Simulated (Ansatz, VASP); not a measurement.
**KF in VASP and in Ansatz**

```
K F
1.0
    -0.57939    2.41744    2.41744
     2.41744   -0.57939    2.41744
     2.41744    2.41744   -0.57939
K F
1 1
Direct
  0.00000 0.00000 0.00000
  0.50000 0.50000 0.50000
```

Alike in both runs: task single point; functional r2SCAN; k mesh 8 × 8 × 8; occupations gaussian, width 0.05 eV; no spin polarisation.

|  | VASP | Ansatz |
| --- | --- | --- |
| version | VASP 6.6.1 | Ansatz 0.2.0 |
| potentials or method | VASP PAW PBE potentials, release 64 (K_sv, F) | scalar-relativistic, plane waves, PAW |
| plane-wave cutoff (eV) | 520 | 500 |
| valence electrons in the cell | 16 | 16 |

VASP gave:

```
gap on the k mesh at the Fermi level (eV)       : 6.52
least direct gap on the mesh (eV)               : 6.52
pressure (GPa)                                  : -2.5
largest component of the traceless stress (GPa) : 1.04
```

Q: What did Ansatz give for the same quantities?

A: gap on the k mesh at the Fermi level (eV): 6.52; least direct gap on the mesh (eV): 6.52; pressure (GPa): -2.5; largest component of the traceless stress (GPa): 1.06.

Caveats: the PAW data sets were made with another functional, which shifts forces and pressure a little (VASP). A k mesh can miss the band edges. r2SCAN opens gaps a little over a GGA but as a rule still falls short of measured ones.
